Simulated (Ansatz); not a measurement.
# BN (F-43m) in Ansatz: notebook

The runs below take BN through single point, equation of state, with BPBE+D3(BJ)-ATM, BPBE+D3(BJ)+ATM.

Everything below comes from runs of Ansatz 0.2.0. Logs are shortened: lines on timing, memory, paths and dates and some standing lists are left out, and cuts for length are marked.

**Experimental background.**

“Effect of nanostructuration on compressibility of cubic BN”, 2012, arxiv:1208.3664 quotes, for a bulk crystal of BN at 300 K: bulk modulus 395 ± 2 GPa.

The results are compared with them further down.

**1. Starting point**

Symmetry: F-43m, No. 216, cubic system. Conventional cell: a = 3.626 Å, b = 3.626 Å, c = 3.626 Å, α = 90.00°, β = 90.00°, γ = 90.00°. N (site symmetry -43m) has 4 B at 1.57 Å as nearest neighbours. B (site symmetry -43m) is surrounded by 4 N at 1.57 Å.

The cell is a database's computed one.

**2. Single point, BPBE+D3(BJ)-ATM, collinear spin, ferromagnetic start, 5.60 Å³/atom (volume scaled by 0.94)**

Input file input.yaml:

```yaml
crystal:
  lattice:
    - [0.0, 1.7759905947, 1.7759905947]
    - [1.7759905947, 0.0, 1.7759905947]
    - [1.7759905947, 1.7759905947, 0.0]
  atoms:
    - { symbol: "N", spin: 0.5, position_ang: [0.887995297, 0.887995297, 0.887995297] }
    - { symbol: B, position_ang: [0.0, 0.0, 0.0] }
hamiltonian:
  xc: { exchange: b88, correlation: pbe }
  pseudopotentials: { kind: nc, source: spms }
  dispersion: d3bjatm
magnetization:
  spin_polarized: true
kpoints:
  mp_grid: { grid: [13, 13, 13] }
scf:
  occupations: { method: tetrahedron }
output:
  forces: true
  stress: true
```

Potentials or basis: SPMS NC.

Started as:

```
$ ansatz run input.yaml --threads 1 --pin off --max-ram 2560MiB --backend cpu --events-out ev --progress --plain --runs-dir out
```

Standard output:

```text
Warning: output.forces, output.stress, relax.cell or npt_langevin: where a Kohn–Sham band that disperses or a degenerate level is filled in part under the method tetrahedron, the forces or the stress that this run publishes need not agree with its energy (scf.occupations.method in the input reference, under Limitations); prefer a smearing scheme for the forces or the stress
Warning: the engine holds no damping parameters fitted to this dispersion correction and functional, so the run takes those fitted to blyp (hamiltonian.dispersion, under Limitations)
Warning: RAYON_NUM_THREADS=1 ignored (pool sized by the plan → 1); use --threads N
Engine: ansatz 0.2.0, aarch64-unknown-linux-gnu
Pseudopotentials: kind: nc
Pseudopotential: N, nc, valence charge 5, recommended cutoff 1034.032677347544 eV (normal), N.nc.azcp
Pseudopotential: B, nc, valence charge 3, recommended cutoff 789.130201133652 eV (normal), B.nc.azcp
Functional definition: unnamed
  exchange = b88_x
  correlation = pbe_c
Crystal: 2 atoms, lattice volume = 11.203 Å³
Basis set: ecut = 1034.032677347544 eV, 869 PW (Γ), exchange–correlation on 54×54×54 points (8 copies of the dense FFT grid, shifted against one another)
Bands: 9, of which v1, the nominal top of the filled ones, is band 4 counted from 1 (3 counted from 0)
Symmetry: 24 space group operations
Space group: F-43m (ITA 216), of the structure as read, at distance tolerance 2.2e-5 Å
Magnetic group: BNS 216.74 (UNI 1576), of the structure as read, at distance tolerance 2.2e-5 Å
k-points: 84 of 2197 (time reversal used)
Non-local potential: N, projectors of the file, l = 0: 2, l = 1: 2
Non-local potential: B, projectors of the file, l = 0: 2, l = 1: 2
Initial density: superposition of atomic densities (chi_scale 0.1, normalization cell, long waves kept (reshape's long-wave potential 0.00 eV rms))
Starting moments: Σ|m| = 0.5 μB on 1 of 2 sites
Initial wavefunctions: pseudopotential atomic-orbital guess
Functional: x = b88, c = pbe(β = 0.06672455060314922)
SCF iter   1: F=—  HF=-366.469932 eV  |F-HF|=—  |Δ(HF+E_count)|=         —  Δρ=1.07e-1 (↑6.47e-2 ↓1.07e-1)  dr2=2.35e0  dr2_m=1.17e-1  M=0.000 μB ∫|m|=0.087 μB  β_m=0.30  ethr=3.10e-3  ⟨swp⟩=6.0  Hψ=11191  notcnv=0
preconditioner: auto → none  [insulator: Δε(μ)=5.596 eV  Ē_g=22.856 eV  n_scr=0 (ndim 8)  ℏωp=31.4 eV  f_vac=0.000  ε∞_Penn≈2.9]
SCF iter   2: F=—  HF=-365.886530 eV  |F-HF|=—  |Δ(HF+E_count)|=   5.83e-1  Δρ=5.67e-2 (↑3.71e-2 ↓5.67e-2)  dr2=5.36e-1  dr2_m=6.26e-2  M=0.000 μB ∫|m|=0.069 μB  β_m=0.30  ethr=3.10e-3  ⟨swp⟩=2.9  Hψ=4184  notcnv=0  defer=168
SCF iter   3: F=—  HF=-365.761186 eV  |F-HF|=—  |Δ(HF+E_count)|=   1.25e-1  Δρ=2.61e-2 (↑2.61e-2 ↓2.52e-2)  dr2=8.11e-2  dr2_m=3.35e-2  M=0.000 μB ∫|m|=0.055 μB  β_m=0.30  ethr=3.10e-3  ⟨swp⟩=3.5  Hψ=2945  notcnv=0  defer=168
SCF iter   4: F=—  HF=-365.754015 eV  |F-HF|=—  |Δ(HF+E_count)|=   7.17e-3  Δρ=1.39e-2 (↑1.39e-2 ↓1.30e-2)  dr2=9.60e-4  dr2_m=1.79e-2  M=0.000 μB ∫|m|=0.043 μB  β_m=0.30  ethr=1.01e-3  ⟨swp⟩=3.7  Hψ=2926  notcnv=0  defer=168
SCF iter   5: F=—  HF=-365.758917 eV  |F-HF|=—  |Δ(HF+E_count)|=   4.90e-3  Δρ=1.01e-2 (↑1.01e-2 ↓9.61e-3)  dr2=4.32e-4  dr2_m=9.71e-3  M=0.000 μB ∫|m|=0.035 μB  β_m=0.30  ethr=1.20e-5  ⟨swp⟩=2.9  Hψ=2409  notcnv=0  defer=168
SCF iter   6: F=—  HF=-365.761559 eV  |F-HF|=—  |Δ(HF+E_count)|=   2.64e-3  Δρ=7.23e-3 (↑7.23e-3 ↓7.18e-3)  dr2=9.78e-7  dr2_m=5.33e-3  M=0.000 μB ∫|m|=0.028 μB  β_m=0.30  ethr=5.40e-6  ⟨swp⟩=3.5  Hψ=2996  notcnv=0  defer=168
SCF iter   7: F=—  HF=-365.762951 eV  |F-HF|=—  |Δ(HF+E_count)|=   1.39e-3  Δρ=5.39e-3 (↑5.38e-3 ↓5.39e-3)  dr2=3.29e-7  dr2_m=2.98e-3  M=0.000 μB ∫|m|=0.023 μB  β_m=0.30  ethr=1.22e-8  ⟨swp⟩=4.0  Hψ=4731  notcnv=0  defer=168
Mixer restart at iter 7: flushing history
spin-set hold released at iteration 7 (site moments contracting): the magnetisation degrees of freedom join the quasi-Newton model from the next iteration; the mixer history was flushed
SCF iter   8: F=—  HF=-365.763723 eV  |F-HF|=—  |Δ(HF+E_count)|=   7.72e-4  Δρ=4.05e-3 (↑4.05e-3 ↓4.05e-3)  dr2=1.70e-7  dr2_m=1.68e-3  M=0.000 μB ∫|m|=0.018 μB  β_m=0.65  ethr=4.12e-9  ⟨swp⟩=4.6  Hψ=4807  notcnv=0  defer=168
SCF iter   9: F=—  HF=-365.764769 eV  |F-HF|=—  |Δ(HF+E_count)|=   1.05e-3  Δρ=3.77e-4 (↑3.77e-4 ↓3.64e-4)  dr2=1.98e-8  dr2_m=1.41e-5  M=0.000 μB ∫|m|=0.003 μB  β_m=0.82  ethr=2.12e-9  ⟨swp⟩=5.8  Hψ=6191  notcnv=0  defer=170
SCF iter  10: F=—  HF=-365.764789 eV  |F-HF|=—  |Δ(HF+E_count)|=   1.99e-5  Δρ=1.00e-4 (↑7.72e-5 ↓1.00e-4)  dr2=5.62e-8  dr2_m=8.07e-7  M=0.000 μB ∫|m|=0.001 μB  β_m=0.91  ethr=2.47e-10  ⟨swp⟩=6.0  Hψ=5591  notcnv=0  defer=168
SCF iter  11: F=—  HF=-365.764790 eV  |F-HF|=—  |Δ(HF+E_count)|=   1.19e-6  Δρ=2.30e-5 (↑2.30e-5 ↓2.11e-5)  dr2=1.61e-7  dr2_m=5.58e-10  M=0.000 μB ∫|m|=0.000 μB  β_m=0.67  ethr=2.47e-10  ⟨swp⟩=9.0  Hψ=6934  notcnv=0
iter 12 did not close the SCF: its close was put off for a magnetic moment that had not settled (scf_convergence_deferred on its scf_iter line)
SCF iter  12: F=-365.764790 eV  HF=-365.764790 eV  |F-HF|=1.01e-9  |Δ(HF+E_count)|=   5.23e-8  Δρ=2.16e-6 (↑2.16e-6 ↓2.16e-6)  dr2=1.02e-11  dr2_m=4.75e-10  M=0.000 μB ∫|m|=0.000 μB  β_m=0.84  ethr=2.47e-10  ⟨swp⟩=2.4  Hψ=6818  notcnv=0
SCF iter  13: F=-365.764790 eV  HF=-365.764790 eV  |F-HF|=1.26e-11  |Δ(HF+E_count)|=   1.23e-9  Δρ=2.67e-7 (↑2.67e-7 ↓2.60e-7)  dr2=3.07e-13  dr2_m=7.03e-12  M=0.000 μB ∫|m|=0.000 μB  ethr=1.00e-12  ⟨swp⟩=1.0  Hψ=6038  notcnv=0
WARN: the starting moments were not kept: the SCF closed with an absolute magnetisation of 1.3e-6 μB, where they sum to 0.5 μB in size (1 site). That is at most 0.1 of that sum. Measured as dr2_m measures the in/out step, that magnetisation stands 6.3e-13 eV from none, at or under the dr2_threshold of 1.0e-7 eV: it is no larger than a step whose dr2_m would equal this threshold. The system may hold no moment; this SCF shows only that its start led to no more than that. To try another start: raise the starting moments (crystal.atoms[].spin, magnetization.per_species, magnetization.initial_magnetization, or on a non-collinear deck that types none of these the spinor_matrix: blocks that start its atoms; where the total moment is fixed, keep their sum and leave initial_magnetization as it is; typed ones take the place of any that the run laid by itself, positive ones on a crystal's lanthanoids without a Hubbard term where scf.initial_density.shell_occupations: [] is typed) or, if the notice of its spin-set hold's release reads "site moments contracting" or "site moments show no strong build", lengthen the hold (scf.mixing.spin_hold: { on: { confirm: 4 } }; for m-r²SCAN on two components see the key's manual first). Each may lead to a state that holds a moment. A second SCF, from the converged charge density, with the starting moments and any scf.initial_density.shell_occupations laid on it anew, would have followed, and was not run: the deck does not ask for one (magnetization.retry_lost_moments is false, the default). To let it run, set magnetization.retry_lost_moments: true and run the deck again, where that key's refused combinations let it; where memory then withholds it, that run's warning says so.
SCF 1 converged in 13 iterations: F = -365.764790 eV  dr2 = 3.07e-13
this state was not tested for a lower state beside it, because cold or Methfessel-Paxton smearing, or corrected tetrahedra, fill the levels in a way that the test cannot read (fill_not_monotonic; see scf.lower_state_search)
SCF converged after 13 iterations
Magnetization: 0.0000 μB (4.0000 up, 4.0000 down)
Absolute magnetization: 0.0000 μB (∫|ρ↑−ρ↓|)
Spin contamination: 0.0000 ħ² per cell (⟨S²⟩ above its minimum at these occupations)
Per-site moments (μB) at R_I (Å): [(7.782821022086822e-8, 0.6344468509056285), (-4.2750339993573866e-7, 0.6344468509056285)]
Free energy (F): -365.764790 eV
Harris-Foulkes:  -365.764790 eV  (|F-HF|=1.26e-11)
Internal energy: -365.764790 eV  (E = F + TS)
E sigma→0 (E₀):  -365.764790 eV
Fermi energy:    11.973827 eV
--- Per-component energies (eV) ---
  E_band       = 30.811986
  E_kinetic    = 260.738009
  E_local      = -161.104616  (includes V_loc(G=0)·N_el)
  E_nonlocal   = -26.981065
  E_hartree    = 47.539624
  E_xc         = -120.395722
  E_vxc        = -136.919585  (∫ρ·V_xc dr)
  E_ewald      = -364.743066
  E_disp       = -0.817955  (pairwise vdW)
  E_smearing   = -0.000000  (= −TS)
  E_closure    = -0.000000  (closes the sum)
  Σ components = -365.764790   (vs F -365.764790, Δ=0.00e0)
--- Forces (eV/Å), atoms counted from 1 ---
  atom   1  N     -0.00000000    -0.00000000    -0.00000000
  atom   2  B      0.00000000    -0.00000000     0.00000000
  max |Σ_I F_I| component: 7.12e-16 eV/Å
--- Stress (GPa, compression-positive) ---
       13.211548      -0.000000      -0.000000
        0.000000      13.211548       0.000000
       -0.000000       0.000000      13.211548
  P = ⅓ Tr σ = 13.2115 GPa (132.115 kbar)
--- Band table (eV; the first three rows and the last of 168) ---
  k-point 0 ↑: bands = ["-8.8251", "11.9738", "11.9738", "11.9738", "21.1365", "21.1365", "21.1365", "23.2322", "37.7616"]
  k-point 1 ↑: bands = ["-8.6749", "11.1650", "11.8102", "11.8102", "21.3779", "21.3846", "21.3846", "23.6803", "37.4802"]
  k-point 2 ↑: bands = ["-8.2287", "9.2419", "11.4014", "11.4014", "21.7844", "21.9815", "21.9815", "24.8014", "36.8346"]
  k-point 83 ↓: bands = ["-2.6602", "3.8638", "4.7039", "5.6035", "21.7301", "25.6000", "26.8367", "28.2334", "31.8702"]
```

It took 9.2 s on 1 thread of Arm Neoverse V2, shared host; peak memory 0.3 GiB.

What came out:

- Free energy: -365.7648 eV
- Pressure: 13.2 GPa
- Band gap on the k mesh: 4.69 eV, indirect (least direct gap 9.16 eV)
- Net moment: 0.00 μB per cell
- Absolute moment: 0.00 μB per cell

Caveat: the potentials were made for another functional, which shifts forces and pressure; odd divisions of the mesh miss points on the zone boundary, where band edges often lie, so the gap on the mesh can be too wide; the pressure holds a Pulay correction of +0.3 GPa for the finite cutoff; with tetrahedron occupations forces and stress needn't match the slope of the energy; the dispersion damping was fitted for another functional or another form of the correction; the starting moments weren't kept.

[end of part 1 of 2]
